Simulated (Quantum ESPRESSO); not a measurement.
# C (R-3m) in Quantum ESPRESSO: single point with PBE

Aim: the single point of C with PBE.

All numbers are computed with Quantum ESPRESSO 7.5; they aren't measurements. Logs are shortened: lines on timing, memory, paths and dates and some standing lists are left out, and cuts for length are marked.

## (1) Starting point

It takes space group R-3m (No. 166, trigonal). The conventional cell has a = 2.466 Å, b = 2.466 Å, c = 24.848 Å, α = 90.00°, β = 90.00°, γ = 120.00°. C (site symmetry 3m) has 3 C at 1.42 Å as nearest neighbours. Around C (site symmetry 3m) lie 3 C at 1.42 Å.

This isn't the form of C at room conditions, which is graphite.

## (2) Single point, PBE

Contents of run.py:

```python
import numpy as np
from ase.calculators.espresso import Espresso, EspressoProfile
import spglib
from ase import Atoms
from ase.io import read

atoms = read('C.cif')
cell, pos, num = spglib.standardize_cell((atoms.cell[:], atoms.get_scaled_positions(), atoms.numbers), to_primitive=True, symprec=1e-4)
atoms = Atoms(numbers=num, cell=cell, scaled_positions=pos, pbc=True)

input_data = {
    'control': {'calculation': 'scf', 'prefix': 'pwscf', 'outdir': './tmp', 'tprnfor': True, 'tstress': True, 'disk_io': 'nowf'},
    'system': {'ecutwfc': 55.0, 'ecutrho': 440.0, 'nbnd': 14, 'occupations': 'smearing', 'smearing': 'fd', 'degauss': 0.00367493},
    'electrons': {'conv_thr': 8e-10, 'electron_maxstep': 120, 'mixing_beta': 0.5},
}
pseudopotentials = {'C': 'C.pbe-n-kjpaw_psl.1.0.0.UPF'}
profile = EspressoProfile(command='pw.x', pseudo_dir='pseudo')
dft = Espresso(profile=profile, input_data=input_data, pseudopotentials=pseudopotentials, kpts=(12, 12, 12), koffset=(0, 0, 0))
atoms.calc = dft

print(f'energy {atoms.get_potential_energy():.8f} eV')
print('forces (eV/A)')
print(np.round(atoms.get_forces(), 6))
print('stress (eV/A^3, Voigt)')
print(np.round(atoms.get_stress(), 8))
print(f'Fermi level {dft.get_fermi_level():.4f} eV')
```

Contents of C.cif:

```cif
data_C
_cell_length_a 2.46637620
_cell_length_b 2.46637620
_cell_length_c 24.84784531
_cell_angle_alpha 90.00000000
_cell_angle_beta 90.00000000
_cell_angle_gamma 120.00000000
_space_group_name_H-M_alt 'R-3m'
_space_group_name_Hall '-R 3 2"'
_space_group_IT_number 166
loop_
_space_group_symop_operation_xyz
'x,y,z'
'-x,-y,-z'
'-y,x-y,z'
'y,-x+y,-z'
'-x+y,-x,z'
'x-y,x,-z'
'y,x,-z'
'-y,-x,z'
'x-y,-y,-z'
'-x+y,y,z'
'-x,-x+y,-z'
'x,x-y,z'
'x+2/3,y+1/3,z+1/3'
'-x+2/3,-y+1/3,-z+1/3'
'-y+2/3,x-y+1/3,z+1/3'
'y+2/3,-x+y+1/3,-z+1/3'
'-x+y+2/3,-x+1/3,z+1/3'
'x-y+2/3,x+1/3,-z+1/3'
'y+2/3,x+1/3,-z+1/3'
'-y+2/3,-x+1/3,z+1/3'
'x-y+2/3,-y+1/3,-z+1/3'
'-x+y+2/3,y+1/3,z+1/3'
'-x+2/3,-x+y+1/3,-z+1/3'
'x+2/3,x-y+1/3,z+1/3'
'x+1/3,y+2/3,z+2/3'
'-x+1/3,-y+2/3,-z+2/3'
'-y+1/3,x-y+2/3,z+2/3'
'y+1/3,-x+y+2/3,-z+2/3'
'-x+y+1/3,-x+2/3,z+2/3'
'x-y+1/3,x+2/3,-z+2/3'
'y+1/3,x+2/3,-z+2/3'
'-y+1/3,-x+2/3,z+2/3'
'x-y+1/3,-y+2/3,-z+2/3'
'-x+y+1/3,y+2/3,z+2/3'
'-x+1/3,-x+y+2/3,-z+2/3'
'x+1/3,x-y+2/3,z+2/3'
loop_
_atom_site_label
_atom_site_type_symbol
_atom_site_symmetry_multiplicity
_atom_site_Wyckoff_symbol
_atom_site_fract_x
_atom_site_fract_y
_atom_site_fract_z
_atom_site_occupancy
C1 C 6 c 0.3333333333 0.6666666667 0.7538397467 1
C2 C 6 c 0.0000000000 0.0000000000 0.7538500600 1
```

Potentials or basis: SSSP 1.3 efficiency PBE.

The run is started by

```bash
$ OMP_NUM_THREADS=2 python run.py
```

The program printed:

```text
energy -1003.74861574 eV
forces (eV/A)
[[-0.        0.       -0.005821]
 [ 0.        0.        0.005821]
 [ 0.       -0.       -0.013099]
 [-0.        0.        0.013099]]
stress (eV/A^3, Voigt)
[-0.00120554 -0.00120554 -0.00055732 -0.         -0.         -0.        ]
Fermi level 4.8889 eV
```

espresso.pwi:

```text
&CONTROL
   calculation      = 'scf'
   tstress          = .true.
   tprnfor          = .true.
   outdir           = './tmp'
   prefix           = 'pwscf'
   disk_io          = 'nowf'
   pseudo_dir       = 'pseudo'
/
&SYSTEM
   nbnd             = 14
   ecutwfc          = 55.0
   ecutrho          = 440.0
   occupations      = 'smearing'
   degauss          = 0.00367493
   smearing         = 'fd'
   ntyp             = 1
   nat              = 4
   ibrav            = 0
/
&ELECTRONS
   electron_maxstep = 120
   conv_thr         = 8e-10
   mixing_beta      = 0.5
/
&IONS
/
&CELL
/
&FCP
/
&RISM
/
ATOMIC_SPECIES
C 12.011 C.pbe-n-kjpaw_psl.1.0.0.UPF

K_POINTS automatic
12 12 12  0 0 0

CELL_PARAMETERS angstrom
1.23318810000000 0.71198148149644 8.28261510333333
-1.23318810000000 0.71198148149644 8.28261510333333
0.00000000000000 -1.42396296299289 8.28261510333333

ATOMIC_POSITIONS angstrom
C -0.0000000000 -0.0000000000 2.1660632070  
C -0.0000000000 -0.0000000000 22.6817821030  
C -0.0000000000 -0.0000000000 18.7315496770  
C -0.0000000000 -0.0000000000 6.1162956330
```

espresso.pwo:

```text
This program is part of the open-source Quantum ESPRESSO suite
     for quantum simulation of materials; please cite
         "P. Giannozzi et al., J. Phys.:Condens. Matter 21 395502 (2009);
         "P. Giannozzi et al., J. Phys.:Condens. Matter 29 465901 (2017);
         "P. Giannozzi et al., J. Chem. Phys. 152 154105 (2020);
     in publications or presentations arising from this work. More details at

Warning: card &CELL ignored
Warning: card &FCP ignored
Warning: card &RISM ignored

     file C.pbe-n-kjpaw_psl.1.0.0.UPF: wavefunction(s)  2S 2P renormalized
     Message from routine setup:
     using ibrav=0 with symmetry is DISCOURAGED, use correct ibrav instead

     G-vector sticks info
     --------------------
     sticks:   dense  smooth     PW     G-vecs:    dense   smooth      PW
     Sum        2567    1273    455                45927    16081    3483

     Using Slab Decomposition

     bravais-lattice index     =            0
     lattice parameter (alat)  =      15.8815  a.u.
     unit-cell volume          =     294.4512 (a.u.)^3
     number of atoms/cell      =            4
     number of atomic types    =            1
     number of electrons       =        16.00
     number of Kohn-Sham states=           14
     kinetic-energy cutoff     =      55.0000  Ry
     charge density cutoff     =     440.0000  Ry
     scf convergence threshold =      8.0E-10
     mixing beta               =       0.5000
     number of iterations used =            8  plain     mixing
     Exchange-correlation= SLA  PW   PBX  PBC
                           (   1   4   3   4   0   0   0)

     celldm(1)=  15.881502  celldm(2)=   0.000000  celldm(3)=   0.000000
     celldm(4)=   0.000000  celldm(5)=   0.000000  celldm(6)=   0.000000

     crystal axes: (cart. coord. in units of alat)
               a(1) = (   0.146736   0.084718   0.985541 )
               a(2) = (  -0.146736   0.084718   0.985541 )
               a(3) = (   0.000000  -0.169436   0.985541 )

     reciprocal axes: (cart. coord. in units 2 pi/alat)
               b(1) = (  3.407481  1.967310  0.338224 )
               b(2) = ( -3.407481  1.967310  0.338224 )
               b(3) = (  0.000000 -3.934620  0.338224 )

     PseudoPot. # 1 for C  read from file:
     C.pbe-n-kjpaw_psl.1.0.0.UPF
     Pseudo is Projector augmented-wave + core cor, Zval =  4.0
     Generated using "atomic" code by A. Dal Corso  v.5.1
     Shape of augmentation charge: PSQ
     Using radial grid of 1073 points,  4 beta functions with:
                l(1) =   0
                l(2) =   0
                l(3) =   1
                l(4) =   1
     Q(r) pseudized with 0 coefficients

     atomic species   valence    mass     pseudopotential
     C                 4.00    12.01100     C ( 1.00)

     12 Sym. Ops., with inversion, found

   Cartesian axes

     site n.     atom                  positions (alat units)
         1        C      tau(   1) = (  -0.0000000  -0.0000000   0.2577380  )
         2        C      tau(   2) = (  -0.0000000  -0.0000000   2.6988855  )
         3        C      tau(   3) = (  -0.0000000  -0.0000000   2.2288508  )
         4        C      tau(   4) = (  -0.0000000  -0.0000000   0.7277727  )

     number of k points=   189  Fermi-Dirac smearing, width (Ry)=  0.0037

     Number of k-points >= 100: set verbosity='high' to print them.

     Dense  grid:    45927 G-vectors     FFT dimensions: ( 108, 108, 108)

     Smooth grid:    16081 G-vectors     FFT dimensions: (  75,  75,  75)

     Check: negative core charge=   -0.000001

     Initial potential from superposition of free atoms

     starting charge      15.9998, renormalised to      16.0000
     Starting wfcs are   16 randomized atomic wfcs

     Self-consistent Calculation

     iteration #  1     ecut=    55.00 Ry     beta= 0.50
     Davidson diagonalization with overlap
     ethr =  1.00E-02,  avg # of iterations =  4.5

     total energy              =     -73.76078768 Ry
     estimated scf accuracy    <       0.38112303 Ry

     iteration #  2     ecut=    55.00 Ry     beta= 0.50
     Davidson diagonalization with overlap
     ethr =  2.38E-03,  avg # of iterations =  2.3

     total energy              =     -73.76768598 Ry
     estimated scf accuracy    <       0.03807543 Ry

     iteration #  3     ecut=    55.00 Ry     beta= 0.50
     Davidson diagonalization with overlap
     ethr =  2.38E-04,  avg # of iterations =  4.0

     total energy              =     -73.77404337 Ry
     estimated scf accuracy    <       0.00120577 Ry

     iteration #  4     ecut=    55.00 Ry     beta= 0.50
     Davidson diagonalization with overlap
     c_bands:  1 eigenvalues not converged
     ethr =  7.54E-06,  avg # of iterations =  5.0

     total energy              =     -73.77413147 Ry
     estimated scf accuracy    <       0.00025611 Ry

     iteration #  5     ecut=    55.00 Ry     beta= 0.50
     Davidson diagonalization with overlap
     ethr =  1.60E-06,  avg # of iterations =  2.6

     total energy              =     -73.77416752 Ry
     estimated scf accuracy    <       0.00000221 Ry

     iteration #  6     ecut=    55.00 Ry     beta= 0.50
     Davidson diagonalization with overlap
     ethr =  1.38E-08,  avg # of iterations =  2.7

     total energy              =     -73.77416878 Ry
     estimated scf accuracy    <       0.00000129 Ry

     iteration #  7     ecut=    55.00 Ry     beta= 0.50
     Davidson diagonalization with overlap
     ethr =  8.04E-09,  avg # of iterations =  2.0

     total energy              =     -73.77416898 Ry
     estimated scf accuracy    <          6.0E-09 Ry

     iteration #  8     ecut=    55.00 Ry     beta= 0.50
     Davidson diagonalization with overlap
     ethr =  3.77E-11,  avg # of iterations =  3.1

     total energy              =     -73.77416898 Ry
     estimated scf accuracy    <          1.7E-09 Ry

     iteration #  9     ecut=    55.00 Ry     beta= 0.50
     Davidson diagonalization with overlap
     ethr =  1.05E-11,  avg # of iterations =  2.0

     End of self-consistent calculation

     Number of k-points >= 100: set verbosity='high' to print the bands.

     the Fermi energy is     4.8889 ev

!    total energy              =     -73.77416898 Ry
     total all-electron energy =      -304.830560 Ry
     estimated scf accuracy    <          4.9E-11 Ry
     smearing contrib. (-TS)   =      -0.00012158 Ry
     internal energy E=F+TS    =     -73.77404740 Ry

     The total energy is F=E-TS. E is the sum of the following terms:
     one-electron contribution =     -29.53609455 Ry
     hartree contribution      =      21.89525042 Ry
     xc contribution           =     -18.54838361 Ry
     ewald contribution        =     -22.91721430 Ry
     one-center paw contrib.   =     -24.66760537 Ry

     convergence has been achieved in   9 iterations

     Forces acting on atoms (cartesian axes, Ry/au):

     atom    1 type  1   force =    -0.00000000    0.00000000   -0.00022640
     atom    2 type  1   force =     0.00000000    0.00000000    0.00022640
     atom    3 type  1   force =     0.00000000   -0.00000000   -0.00050948
     atom    4 type  1   force =    -0.00000000    0.00000000    0.00050948

     Total force =     0.000788     Total SCF correction =     0.000006

     Computing stress (Cartesian axis) and pressure

          total   stress  (Ry/bohr**3)                   (kbar)     P=        1.59
   0.00001313   0.00000000   0.00000000            1.93        0.00        0.00
   0.00000000   0.00001313   0.00000000            0.00        1.93        0.00
  -0.00000000   0.00000000   0.00000607           -0.00        0.00        0.89

=------------------------------------------------------------------------------=
   JOB DONE.
=------------------------------------------------------------------------------=
```

Run time: 9.3 min. Hardware: 2 threads of Arm Neoverse V2, shared host; peak memory 0.36 GiB.

What came out:

* Free energy: -1003.7487 eV
* Pressure: 0.2 GPa
* Largest force: 0.013 eV/Å
* Band gap on the k mesh: 0.18 eV, direct

Forces in eV/Å, atoms in the order of the input:
```
C    0.000  0.000 -0.006
C    0.000  0.000  0.006
C    0.000  0.000 -0.013
C    0.000  0.000  0.013
```

Stress tensor (GPa, compression positive):
```
0.19 0.00 0.00
0.00 0.19 0.00
0.00 0.00 0.09
```

A k mesh can miss the band edges. A hybrid or GW would open this gap; PBE tends to underestimate it.
